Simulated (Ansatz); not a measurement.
**Two-dimensional strain map in BeTe**

Level of theory: Ansatz 0.2.0, DFT PBE, scalar-relativistic, plane waves, PAW. Cutoff 420 eV, Γ-centred 8×8×8 k-points, Gaussian smearing of 0.05 eV. Spin–orbit coupling is left out, which matters for the heavy elements here. No spin polarisation. Energies are free energies at this smearing, counted from the undisturbed cell; pressure is positive in compression.

Reference structure (as given, not relaxed at this level; it stands at 4.3 GPa):

```
Be Te
1.0
     0.00000    2.77000    2.77000
     2.77000    0.00000    2.77000
     2.77000    2.77000    0.00000
Be Te
1 1
Direct
  0.00000 0.00000 0.00000
  0.75000 0.75000 0.75000
```

The cell is strained by p along both x and y and by q along z, fractional coordinates fixed. Points are written (p, q).

Energy above the undisturbed cell in meV/atom (a dash: not computed):

```csv
p \ q,-0.030,-0.015,0.000,0.015,0.030
-0.030,92.2,71.4,54.8,42.0,33.1
-0.015,52.5,–,22.0,–,6.3
0.000,24.0,10.2,0.0,–,-10.3
0.030,-3.2,–,-15.8,–,-16.5
```

Pressure in GPa:

| p \ q | -0.030 | -0.015 | 0.000 | 0.015 | 0.030 |
| --- | --- | --- | --- | --- | --- |
| -0.030 | 12.2 | 10.7 | 9.3 | 7.9 | 6.7 |
| -0.015 | 9.2 | – | 6.6 | – | 4.3 |
| 0.000 | 6.6 | 5.4 | 4.3 | – | 2.2 |
| 0.030 | 2.3 | – | 0.4 | – | -1.2 |

Gap on the k-mesh in eV:

```csv
p \ q,-0.030,-0.015,0.000,0.015,0.030
-0.030,1.61,1.58,1.55,1.53,1.51
-0.015,1.56,–,1.71,–,1.67
0.000,1.52,1.69,1.86,–,1.82
0.030,1.48,–,1.78,–,2.08
```